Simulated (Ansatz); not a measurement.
## KF (Fm-3m), two-dimensional strain map

The calculation used Ansatz 0.2.0, DFT PBE, scalar-relativistic, plane waves, PAW. Cutoff 420 eV, Γ-centred 8×8×8 k-points, Gaussian smearing of 0.05 eV. No spin polarisation. Energies are free energies at this smearing, counted from the undisturbed cell; pressure is positive in compression.

The undisturbed cell (as given, not relaxed at this level; it stands at 1.3 GPa):

```
K F
1.0
     0.00000    2.67350    2.67350
     2.67350    0.00000    2.67350
     2.67350    2.67350    0.00000
K F
1 1
Direct
  0.00000 0.00000 0.00000
  0.50000 0.50000 0.50000
```

The cell is strained by p along both x and y and by q along z, fractional coordinates fixed. Points are written (p, q).

Energy above the undisturbed cell in meV/atom (a dash: not computed):

```csv
p \ q,-0.050,-0.025,0.000,0.025,0.050
-0.050,79.5,59.8,48.2,42.3,40.6
-0.025,?,24.4,15.2,11.5,11.9
0.000,21.5,7.0,0.0,-1.4,1.0
0.025,14.9,2.8,?,-1.3,3.2
0.050,?,8.3,5.8,8.5,?
```

Task: Fill in the withheld energies.

Result: (-0.025, -0.050): 41.5; (0.025, 0.000): -1.9; (0.050, -0.050): 18.0; (0.050, 0.050): 15.0.